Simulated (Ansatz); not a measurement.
Input of an Ansatz 0.2.0 run:

input.yaml

```yaml
crystal:
  lattice:
    - [0.0, 2.82891, 2.82891]
    - [2.82891, 0.0, 2.82891]
    - [2.82891, 2.82891, 0.0]
  atoms:
    - { symbol: Ge, position: [0.75, 0.75, 0.75], spin: 0.5, spin_axis: [0.5, 0.0, 0.0] }
    - { symbol: Ge, position: [0.5, 0.5, 0.5], spin: 0.5, spin_axis: [-0.5, 0.0, 0.0] }
hamiltonian:
  xc: blyp
  pseudopotentials: { kind: paw_fr }
magnetization:
  noncollinear: true
  spin_orbit: true
kpoints:
  mp_grid: { grid: [8, 8, 8] }
scf:
  occupations: { method: methfessel_paxton, width: 0.1 }
output:
  forces: true
  stress: true
  eigenvalues: true
  write_density: true
  write_potential: true
  elf: true
  volumetric_format: npy
```

Potentials or basis: Ansatz PAW.

Command:

```bash
$ ansatz run input.yaml --threads 1 --pin off --max-ram 2560MiB --backend cpu --events-out ev --progress --plain --runs-dir out
```

Question: Estimate the pressure.

Answer: 7.3 GPa.

Question: What does it give for the net moment?

Answer: 0.00 μB per cell.

Question: What does it give for the absolute moment?

Answer: 0.00 μB per cell.

Question: Estimate the band gap on the k mesh.

Answer: None (metal or under the smearing width).

Moments on the atoms (μB; x, y, z):
```
Ge  0.00 0.00 0.00
Ge  0.00 0.00 0.00
```

Caveat: the PAW data sets come from PBE, with cores solved anew for the run's functional, which leaves a small shift of forces and pressure; this crystal is a semiconductor, whose small gap the functional closes, so the metal is an error of the method; the starting moments weren't kept; the thresholds are loose for stress.

**Measured values to compare with.**

From “Electronic and optical properties of SixGe1-x-ySny alloys lattice-matched to Ge”, 2021, arxiv:2109.02782, for a bulk crystal of Ge at 293 K: band gap 0.666 eV (indirect).

A measured gap of Ge is 0.666 eV (indirect; 293 K; “Electronic and optical properties of SixGe1-x-ySny alloys lattice-matched to Ge”, 2021, arxiv:2109.02782); the calculated 0.00 eV misses it by -0.67 eV. 3 values of this kind are on record (0.666 to 0.807 eV); this one was drawn at random among those near their median. The value is that of BLYP on a finite k mesh, which can miss the band edges, without temperature or zero-point motion. Semilocal functionals fall short of measured gaps as a rule.
